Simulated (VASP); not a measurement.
# Mg (Im-3m) in VASP: notebook

One crystal, Mg, is run at these levels: r2SCAN; tasks: single point, relaxation of cell and atoms.

All numbers are computed with VASP 6.6.1; they aren't measurements. Logs are shortened: lines on timing, memory, paths and dates and some standing lists are left out, and cuts for length are marked.

### 1 The structure

The structure is cubic, space group Im-3m (No. 229). Conventional cell: a = 3.561 Å, b = 3.561 Å, c = 3.561 Å, α = 90.00°, β = 90.00°, γ = 90.00°. Mg (site symmetry m-3m) is surrounded by 8 Mg at 3.08 Å.

The cell was built by a generator and needn't be a form met in nature.

### 2 Single point, r2SCAN

File POSCAR:

```
Mg
1.0
    3.5610076133      0.0000000000      0.0000000000
    0.0000000000      3.5610076133      0.0000000000
    0.0000000000      0.0000000000      3.5610076133
Mg
2
Direct
    0.0000000000      0.0000000000      0.0000000000
    0.5000000000      0.5000000000      0.5000000000
```

File INCAR.step1:

```
PREC = Accurate
ENCUT = 520
ISMEAR = -1
SIGMA = 0.05
LREAL = False
LASPH = True
NELM = 100
NBANDS = 9
GGA = PE
ALGO = Normal
EDIFF = 1E-4
LWAVE = True
LCHARG = False
```

File INCAR.step2:

```
PREC = Accurate
ENCUT = 520
EDIFF = 1E-6
ISMEAR = -1
SIGMA = 0.05
LREAL = False
LASPH = True
NELM = 100
ALGO = Normal
ISIF = 2
LWAVE = False
LCHARG = False
METAGGA = R2SCAN
LMIXTAU = True
NBANDS = 9
ISTART = 1
```

File KPOINTS:

```
regular mesh
0
Gamma
  6 6 6
```

Potentials or basis: VASP PAW PBE potentials, release 64 (Mg).

Started as:

```sh
> cat potpaw_PBE.64/Mg/POTCAR > POTCAR
> cp INCAR.step1 INCAR
> mpirun -np 1 vasp_std > vasp.out
> cp INCAR.step2 INCAR
> mpirun -np 1 vasp_std > vasp.out
```

OUTCAR:

```text
PREC = Accurate
   ENCUT = 520
   EDIFF = 1E-6
   ISMEAR = -1
   LREAL = False
   LASPH = True
   NELM = 100
   ISIF = 2
   METAGGA = R2SCAN
   ISTART = 1

 ion  position               nearest neighbor table
   1  0.000  0.000  0.000-   2 3.08   2 3.08   2 3.08   2 3.08   2 3.08   2 3.08   2 3.08   2 3.08

   2  0.500  0.500  0.500-   1 3.08   1 3.08   1 3.08   1 3.08   1 3.08   1 3.08   1 3.08   1 3.08

  LATTYP: Found a simple cubic cell.
 ALAT       =     3.5610076133

  Lattice vectors:

 A1 = (   3.5610076133,   0.0000000000,   0.0000000000)
 A2 = (   0.0000000000,   3.5610076133,   0.0000000000)
 A3 = (   0.0000000000,   0.0000000000,   3.5610076133)

Analysis of symmetry for initial positions (statically):
=====================================================================
 Subroutine PRICEL returns following result:

  LATTYP: Found a body centered cubic cell.
 ALAT       =     3.5610076133

  Lattice vectors:

 A1 = (   1.7805038067,   1.7805038067,  -1.7805038066)
 A2 = (  -1.7805038067,   1.7805038066,   1.7805038066)
 A3 = (   1.7805038067,  -1.7805038066,   1.7805038067)

   2 primitive cells build up your supercell.

 Routine SETGRP: Setting up the symmetry group for a
 simple cubic supercell.

 Subroutine GETGRP returns: Found 48 space group operations
 (whereof 48 operations were pure point group operations)
 out of a pool of 48 trial point group operations.

The static configuration has the point symmetry O_h .

Analysis of symmetry for dynamics (positions and initial velocities):
=====================================================================
 Subroutine PRICEL returns following result:

  LATTYP: Found a body centered cubic cell.
 ALAT       =     3.5610076133

  Lattice vectors:

 A1 = (   1.7805038067,   1.7805038067,  -1.7805038066)
 A2 = (  -1.7805038067,   1.7805038066,   1.7805038066)
 A3 = (   1.7805038067,  -1.7805038066,   1.7805038067)

   2 primitive cells build up your supercell.

 Routine SETGRP: Setting up the symmetry group for a
 simple cubic supercell.

 Subroutine GETGRP returns: Found 48 space group operations
 (whereof 48 operations were pure point group operations)
 out of a pool of 48 trial point group operations.

The dynamic configuration has the point symmetry O_h .

 Subroutine INISYM returns: Found 48 space group operations
 (whereof 48 operations are pure point group operations),
 and found     2 'primitive' translations

----------------------------------------------------------------------------------------

                                     Primitive cell

  volume of cell :      22.5782

  direct lattice vectors                    reciprocal lattice vectors
     1.780503807  1.780503807 -1.780503807     0.280819394  0.280819394  0.000000000
    -1.780503807  1.780503807  1.780503807    -0.000000000  0.280819394  0.280819394
     1.780503807 -1.780503807  1.780503807     0.280819394  0.000000000  0.280819394

  length of vectors
     3.083923056  3.083923056  3.083923056     0.397138596  0.397138596  0.397138596

  position of ions in fractional coordinates (direct lattice)
     0.000000000  0.000000000  0.000000000

  ion indices of the primitive-cell ions
   primitive index   ion index
                 1           1

----------------------------------------------------------------------------------------

 KPOINTS: regular mesh

Automatic generation of k-mesh.
 Grid dimensions read from file:
 generate k-points for:    6    6    6

 Generating k-lattice:

  Cartesian coordinates                     Fractional coordinates (reciprocal lattice)
     0.046803232  0.000000000  0.000000000     0.166666667  0.000000000  0.000000000
     0.000000000  0.046803232  0.000000000     0.000000000  0.166666667  0.000000000
     0.000000000  0.000000000  0.046803232     0.000000000  0.000000000  0.166666667

  Length of vectors
     0.046803232  0.046803232  0.046803232

  Shift w.r.t. Gamma in fractional coordinates (k-lattice)
     0.000000000  0.000000000  0.000000000

 Subroutine IBZKPT returns following result:
 ===========================================

 Found     20 irreducible k-points:

 Following reciprocal coordinates:
            Coordinates               Weight
  0.000000  0.000000  0.000000      1.000000
  0.166667  0.000000  0.000000      6.000000
  0.333333  0.000000  0.000000      6.000000
  0.500000  0.000000  0.000000      3.000000
  0.166667  0.166667  0.000000     12.000000
  0.333333  0.166667  0.000000     24.000000
[... 12 lines left out ...]
  0.500000  0.500000  0.333333      6.000000
  0.500000  0.500000  0.500000      1.000000
   k-points           NKPTS =     20   k-points in BZ     NKDIM =     20   number of bands    NBANDS=      9
   number of dos      NEDOS =    301   number of ions     NIONS =      2
   total plane-waves  NPLWV =  21952
   dimension x,y,z NGX =    28 NGY =   28 NGZ =   28
   dimension x,y,z NGXF=    56 NGYF=   56 NGZF=   56
   ions per type =               2
   NGX,Y,Z   is equivalent  to a cutoff of  13.07, 13.07, 13.07 a.u.
   NGXF,Y,Z  is equivalent  to a cutoff of  26.14, 26.14, 26.14 a.u.
 SYSTEM =  unknown system
   PREC   = accura    normal or accurate (medium, high low for compatibility)
   ISTART =      1    job   : 0-new  1-cont  2-samecut
   ICHARG =      0    charge: 1-file 2-atom 10-const
   ISPIN  =      1    spin polarized calculation?
   LNONCOLLINEAR =      F non collinear calculations
   LSORBIT =      F    spin-orbit coupling
   LASPH  =      T    aspherical Exc in radial PAW
   ENCUT  =  520.0 eV  38.22 Ry    6.18 a.u.   6.62  6.62  6.62*2*pi/ulx,y,z
   NELM   =    100;   NELMIN=  2; NELMDL=  0     # of ELM steps
   EDIFF  = 0.1E-05   stopping-criterion for ELM
   LREAL  =      F    real-space projection
   EDIFFG = 0.1E-04   stopping-criterion for IOM
   NSW    =      0    number of steps for IOM
   IBRION =     -1    ionic relax: 0-MD 1-quasi-New 2-CG
   NFREE  =      0    steps in history (QN), initial steepest desc. (CG)
   ISIF   =      2    stress and relaxation
   ISYM   =      2    0-nonsym 1-usesym 2-fastsym
   POTIM  = 0.5000    time-step for ionic-motion
   TEBEG  =    0.0;   TEEND  =   0.0 temperature during run
   PSTRESS=    0.0 pullay stress
   NELECT =       4.0000    total number of electrons
   NUPDOWN=      -1.0000    fix difference up-down
   EMIN   =  10.00;   EMAX   =-10.00  energy-range for DOS
   EFERMI =   0.00;   METHOD = LEGACY
   ISMEAR =    -1;   SIGMA  =   0.05  broadening in eV -4-tet -1-fermi 0-gaus
   EFERMI_NEDOS =   21; number of points for ismear=-14 and -15
   IALGO  =     38    algorithm
   IMIX   =      4    mixing-type and parameters
     AMIX     =   0.40;   BMIX     =  1.00
     AMIX_MAG =   1.60;   BMIX_MAG =  1.00
  volume/ion in A,a.u.               =      22.58       152.37
  Fermi-wavevector in a.u.,A,eV,Ry     =   0.729774  1.379074  7.246063  0.532571
  Thomas-Fermi vector in A             =   1.821580
   LORBIT       =      0    0 simple, 1 ext, 2 COOP (PROOUT), +10 PAW based schemes
   METAGGA = R2SCAN    functional components
   LHFCALC =     F    Hartree Fock is set to
   AEXX    =    0.0000 exact exchange contribution
   IVDW    =     0    specifies the selected vdW correction
   LEPSILON=     F    determine dielectric tensor
   LRPA    =     F    only Hartree local field effects (RPA)
 non-spin polarized calculation
  energy-cutoff  :      520.00
  volume of cell :       45.16
 maximum number of plane-waves:      1233
 NGX is ok and might be reduce to    28
   NGX = 13   NGY = 13   NGZ = 13

 number of electron       4.0000000 magnetization

 Free energy of the ion-electron system (eV)
  ---------------------------------------------------
  ext. energy  EPLUGINS =         0.00000000
  ---------------------------------------------------
  free energy    TOTEN  =        -8.27947960 eV

  energy without entropy =       -8.27177953  energy(sigma->0) =       -8.27562957

 E-fermi :   2.8014     XC(G=0):  -9.0937

 val. band max:        2.5593011529   @ k =   0.3333   0.3333   0.0000
 cond. band min:       2.8486048383   @ k =   0.3333   0.3333   0.1667
 fundamental gap:      0.2893036855
 Fermi energy:         2.8014075334

 k-point     1 :       0.0000    0.0000    0.0000
  band No.  band energies     occupation
      1      -4.7240      2.00000
      2       6.9135      0.00000
      3       6.9135      0.00000
      4       6.9327      0.00000
      5       6.9327      0.00000
      6       6.9327      0.00000
      7      11.5000      0.00000
      8      16.7726      0.00000
      9      16.7726      0.00000

 k-point     2 :       0.1667    0.0000    0.0000
  band No.  band energies     occupation
      1      -4.3725      2.00000
      2       3.6665      0.00000
      3       7.2352      0.00000
      4       7.2352      0.00000
      5       7.2653      0.00000
      6       9.5350      0.00000
      7      13.0443      0.00000
      8      14.5018      0.00000
      9      14.5018      0.00000

 k-point     3 :       0.3333    0.0000    0.0000
  band No.  band energies     occupation
      1      -3.3254      2.00000
      2       0.7498      2.00000
      3       8.1454      0.00000
      4       8.1454      0.00000
      5       8.3204      0.00000
      6      11.1116      0.00000
      7      11.8056      0.00000
      8      11.8056      0.00000
      9      12.5319      0.00000

 k-point     4 :       0.5000    0.0000    0.0000
  band No.  band energies     occupation
      1      -1.6050      2.00000
      2      -1.6050      2.00000
      3       9.6689      0.00000
      4       9.6689      0.00000
      5       9.6689      0.00000
      6       9.6689      0.00000
      7      10.0773      0.00000
      8      10.0773      0.00000
      9      12.8513      0.00000

 k-point     5 :       0.1667    0.1667    0.0000
  band No.  band energies     occupation
      1      -4.0223      2.00000
      2       3.6491      0.00000
      3       4.4423      0.00000
      4       7.5378      0.00000
      5       8.7983      0.00000
      6      11.5284      0.00000
      7      11.8009      0.00000
      8      13.8739      0.00000
      9      14.6199      0.00000

 k-point     6 :       0.3333    0.1667    0.0000
  band No.  band energies     occupation
      1      -2.9791      2.00000
      2       1.0711      2.00000
      3       5.0890      0.00000
      4       8.4480      0.00000
      5       8.9622      0.00000
      6       9.9250      0.00000
      7      12.1017      0.00000
      8      13.4431      0.00000
      9      13.9216      0.00000
[... 121 lines left out ...]
 k-point    17 :       0.3333    0.3333    0.3333
  band No.  band energies     occupation
      1      -0.5934      2.00000
      2       2.9907      0.04437
      3       2.9907      0.04437
      4       4.5410      0.00000
      5       6.8914      0.00000
      6       6.8914      0.00000
      7       8.9202      0.00000
      8      11.6083      0.00000
      9      18.7178      0.00000

 k-point    18 :       0.5000    0.3333    0.3333
  band No.  band energies     occupation
      1       1.0545      2.00000
      2       1.0545      2.00000
      3       4.6143      0.00000
      4       4.6143      0.00000
      5       5.7051      0.00000
      6       5.7051      0.00000
      7       9.4944      0.00000
      8       9.4944      0.00000
      9      20.2731      0.00000

 k-point    19 :       0.5000    0.5000    0.3333
  band No.  band energies     occupation
      1       2.3396      1.99981
      2       2.3396      1.99981
      3       3.1270      0.00297
      4       3.1270      0.00297
      5       6.2362      0.00000
      6       6.2362      0.00000
      7       7.9087      0.00000
      8       7.9087      0.00000
      9      21.9968      0.00000

 k-point    20 :       0.5000    0.5000    0.5000
  band No.  band energies     occupation
      1       3.9612      0.00000
      2       3.9612      0.00000
      3       3.9612      0.00000
      4       3.9612      0.00000
      5       3.9612      0.00000
      6       3.9612      0.00000
      7       6.4669      0.00000
      8       6.4669      0.00000
      9      24.7605      0.00000

------------------------ aborting loop because EDIFF is reached ----------------------------------------

  FORCE on cell =-STRESS in cart. coord.  units (eV):
  Direction    XX          YY          ZZ          XY          YZ          ZX
  --------------------------------------------------------------------------------------
  -------------------------------------------------------------------------------------
  Total       -0.0845412     -0.0845412     -0.0845412      0.0000000      0.0000000     -0.0000000
  in kB       -2.9995779     -2.9995779     -2.9995779      0.0000000      0.0000000     -0.0000000
  external PRESSURE =      -2.9995779 kB  Pullay stress =       0.0000000 kB

 VOLUME and BASIS-vectors are now :
 -----------------------------------------------------------------------------
  energy-cutoff  :      520.00
  volume of cell :       45.16
      direct lattice vectors                 reciprocal lattice vectors
     3.561007613  0.000000000  0.000000000     0.280819394  0.000000000  0.000000000
     0.000000000  3.561007613  0.000000000     0.000000000  0.280819394  0.000000000
     0.000000000  0.000000000  3.561007613     0.000000000  0.000000000  0.280819394

 POSITION                                       TOTAL-FORCE (eV/Angst)
 -----------------------------------------------------------------------------------
      0.00000      0.00000      0.00000         0.000000      0.000000     -0.000000
      1.78050      1.78050      1.78050         0.000000      0.000000      0.000000
 -----------------------------------------------------------------------------------
    total drift:                                0.000000      0.000000     -0.000000

  FREE ENERGIE OF THE ION-ELECTRON SYSTEM (eV)
  ---------------------------------------------------
  free  energy   TOTEN  =        -8.2794796050 eV

  energy  without entropy=       -8.2717795267  energy(sigma->0) =       -8.27562957
```

Wall time 18 s (1 thread of AMD EPYC 9R45 (Zen 5), shared host); peak memory 0.13 GiB.

Results:

| Quantity | Value |
| --- | --- |
| Free energy | -8.2795 eV |
| Pressure | -0.3 GPa |
| Band gap on the k mesh | none (metal or under the smearing width) |

Caveat: the PAW data sets were made with another functional, which shifts forces and pressure a little.

### 3 Relaxation of cell and atoms, r2SCAN

This run uses another cell than the first one, of 23.33 Å³/atom, 1.033 times its volume.

File POSCAR:

```
Mg
1.0
    3.6000000000      0.0000000000      0.0000000000
    0.0000000000      3.6000000000      0.0000000000
    0.0000000000      0.0000000000      3.6000000000
Mg
2
Direct
    0.0000000000      0.0000000000      0.0000000000
    0.5000000000      0.5000000000      0.5000000000
```

File INCAR.step1:

```
SYSTEM = Mg
PREC = Accurate
ENCUT = 600
ISMEAR = -1
SIGMA = 0.05
LREAL = .FALSE.
LASPH = .TRUE.
NELM = 100
GGA = PE
ALGO = Normal
EDIFF = 1E-4
LWAVE = .TRUE.
LCHARG = .FALSE.
```

File INCAR.step2:

```
SYSTEM = Mg
PREC = Accurate
ENCUT = 600
EDIFF = 1E-6
ISMEAR = -1
SIGMA = 0.05
LREAL = .FALSE.
LASPH = .TRUE.
NELM = 100
ALGO = Normal
ISIF = 8
LWAVE = .FALSE.
LCHARG = .FALSE.
METAGGA = R2SCAN
LMIXTAU = .TRUE.
IBRION = 2
NSW = 80
EDIFFG = -0.02
ISTART = 1
```

File KPOINTS:

```
Automatic mesh
0
G
  6 6 6
  0 0 0
```

Potentials or basis: VASP PAW PBE potentials, release 64 (Mg).

Started as:

```sh
> cat potpaw_PBE.64/Mg/POTCAR > POTCAR
> cp INCAR.step1 INCAR
> mpirun -np 1 vasp_std > vasp.out
> cp INCAR.step2 INCAR
> mpirun -np 1 vasp_std > vasp.out
```

OUTCAR:

```text
SYSTEM = Mg
   PREC = Accurate
   ENCUT = 600
   EDIFF = 1E-6
   ISMEAR = -1
   LREAL = .FALSE.
   LASPH = .TRUE.
   NELM = 100
   ISIF = 8
   METAGGA = R2SCAN
   IBRION = 2
   NSW = 80
   EDIFFG = -0.02
   ISTART = 1

 ion  position               nearest neighbor table
   1  0.000  0.000  0.000-   2 3.12   2 3.12   2 3.12   2 3.12   2 3.12   2 3.12   2 3.12   2 3.12

   2  0.500  0.500  0.500-   1 3.12   1 3.12   1 3.12   1 3.12   1 3.12   1 3.12   1 3.12   1 3.12

  LATTYP: Found a simple cubic cell.
 ALAT       =     3.6000000000

  Lattice vectors:

 A1 = (   3.6000000000,   0.0000000000,   0.0000000000)
 A2 = (   0.0000000000,   3.6000000000,   0.0000000000)
 A3 = (   0.0000000000,   0.0000000000,   3.6000000000)

Analysis of symmetry for initial positions (statically):
=====================================================================
 Subroutine PRICEL returns following result:

  LATTYP: Found a body centered cubic cell.
 ALAT       =     3.6000000000

  Lattice vectors:

 A1 = (   1.8000000000,   1.8000000000,  -1.8000000000)
 A2 = (  -1.8000000000,   1.8000000000,   1.8000000000)
[... 166 lines left out ...]

--------------------------------------- Ionic step        1  -------------------------------------------

 number of electron       4.0000000 magnetization

 Free energy of the ion-electron system (eV)
  ---------------------------------------------------
  ext. energy  EPLUGINS =         0.00000000
  ---------------------------------------------------
  free energy    TOTEN  =        -8.27125020 eV

  energy without entropy =       -8.26378385  energy(sigma->0) =       -8.26751703

------------------------ aborting loop because EDIFF is reached ----------------------------------------

  FORCE on cell =-STRESS in cart. coord.  units (eV):
  Direction    XX          YY          ZZ          XY          YZ          ZX
  --------------------------------------------------------------------------------------
  -------------------------------------------------------------------------------------
  Total       -0.4339466     -0.4339466     -0.4339466      0.0000000      0.0000000     -0.0000000
  in kB      -14.9018203    -14.9018203    -14.9018203      0.0000000      0.0000000     -0.0000000
  external PRESSURE =     -14.9018203 kB  Pullay stress =       0.0000000 kB
[... 59 lines left out ...]
--------------------------------------- Ionic step        3  -------------------------------------------

 number of electron       4.0000000 magnetization

 Free energy of the ion-electron system (eV)
  ---------------------------------------------------
  ext. energy  EPLUGINS =         0.00000000
  ---------------------------------------------------
  free energy    TOTEN  =        -8.28015916 eV

  energy without entropy =       -8.27239614  energy(sigma->0) =       -8.27627765

 E-fermi :   2.8422     XC(G=0):  -9.1173

 val. band max:        2.6005970037   @ k =   0.3333   0.3333   0.0000
 cond. band min:       2.8899215931   @ k =   0.3333   0.3333   0.1667
 fundamental gap:      0.2893245894
 Fermi energy:         2.8422334842

 k-point     1 :       0.0000    0.0000    0.0000
  band No.  band energies     occupation
      1      -4.7184      2.00000
      2       6.9534      0.00000
      3       6.9534      0.00000
      4       6.9929      0.00000
      5       6.9929      0.00000
      6       6.9929      0.00000
[... 198 lines left out ...]
  FREE ENERGIE OF THE ION-ELECTRON SYSTEM (eV)
  ---------------------------------------------------
  free  energy   TOTEN  =        -8.2801591607 eV

  energy  without entropy=       -8.2723961377  energy(sigma->0) =       -8.27627765

 reached required accuracy - stopping structural energy minimisation
```

It took 39 s on 1 thread of AMD EPYC 9R45 (Zen 5), shared host; peak memory 0.15 GiB.

Results:

| Quantity | Value |
| --- | --- |
| Free energy | -8.2802 eV |
| Relaxed volume | 22.42 Å³/atom |
| Relaxed cell | a = 3.552 Å, b = 3.552 Å, c = 3.552 Å, α = 90.00°, β = 90.00°, γ = 90.00° |
| Space group after relaxing (to 0.05 Å) | Im-3m (No. 229) |
| Energy gained by relaxing | 4.5 meV/atom |
| Ionic steps | 3 |
| Pressure after relaxing | 0.0 GPa |
| Band gap on the k mesh | none (metal or under the smearing width) |

Step by step:
| step | energy change (eV) | largest force (eV/Å) | pressure (GPa) | volume (Å³) |
| --- | --- | --- | --- | --- |
| 1 | 0.0000 | 0.0000 | -1.49 | 46.66 |
| 2 | -0.0085 | 0.0000 | -0.34 | 45.21 |
| 3 | -0.0089 | 0.0000 | -0.02 | 44.83 |

Final structure:
```
Mg
1.0
     3.55250    0.00000    0.00000
     0.00000    3.55250    0.00000
     0.00000    0.00000    3.55250
Mg
2
Direct
  0.00000 0.00000 0.00000
  0.50000 0.50000 0.50000
```

Caveat: the PAW data sets were made with another functional, which shifts forces and pressure a little.
